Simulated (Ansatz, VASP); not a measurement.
# One calculation of Mg, two programs

File INCAR:

```
SYSTEM = Mg
PREC = Accurate
ENCUT = 520
EDIFF = 1E-6
ISMEAR = -1
SIGMA = 0.1
LREAL = .False.
LASPH = .True.
NELM = 80
ALGO = Normal
ISIF = 2
LWAVE = .False.
LCHARG = .False.
GGA = PS
NBANDS = 9
```

File KPOINTS:

```
Automatic mesh
0
Gamma
  9 9 9
  0 0 0
```

POSCAR

```
Mg
1.0
    0.0000000000      3.4753054781      3.4753054781
    3.4753054781      0.0000000000      3.4753054781
    3.4753054781      3.4753054781      0.0000000000
Mg
2
Direct
    0.1250000000      0.1250000000      0.1250000000
    0.8750000000      0.8750000000      0.8750000000
```

Input for Ansatz:

```yaml
crystal:
  lattice:
    - [0.0, 3.4753054781, 3.4753054781]
    - [3.4753054781, 0.0, 3.4753054781]
    - [3.4753054781, 3.4753054781, 0.0]
  atoms:
    - { symbol: Mg, position: [0.125, 0.125, 0.125] }
    - { symbol: Mg, position: [0.875, 0.875, 0.875] }
hamiltonian:
  xc: pbesol
  pseudopotentials:
    kind: paw
    azcp:
      Mg: "pseudopotentials/Mg.paw.azcp"
basis:
  ecutwfc: 420
  fft_grid_basis: typed
kpoints:
  mp_grid: { grid: [9, 9, 9], shift: [0, 0, 0] }
magnetization:
  spin_polarized: false
scf:
  occupations: { method: fermi_dirac, width: 0.1 }
  lower_state_search: "off"
output:
  stress: true
```

Alike in both runs: task single point; functional PBEsol; k mesh 9 × 9 × 9; occupations fermi-dirac, width 0.1 eV; no spin polarisation.

|  | VASP | Ansatz |
| --- | --- | --- |
| version | VASP 6.6.1 | Ansatz 0.2.0 |
| potentials or method | VASP PAW PBE potentials, release 64 (Mg) | plane waves (420 eV) with PAW, scalar-relativistic |
| plane-wave cutoff (eV) | 520 | 420 |
| valence electrons in the cell | 4 | 20 |

|  | VASP | Ansatz | Ansatz less VASP |
| --- | --- | --- | --- |
| pressure (GPa) | -0.8 | -0.8 | 0.00 |

The two sets of potentials don't hold the same shells in valence. Ansatz warned: «pseudo_functional_mismatch».

Caveats: the PAW data sets were made with another functional, which shifts forces and pressure a little (VASP).
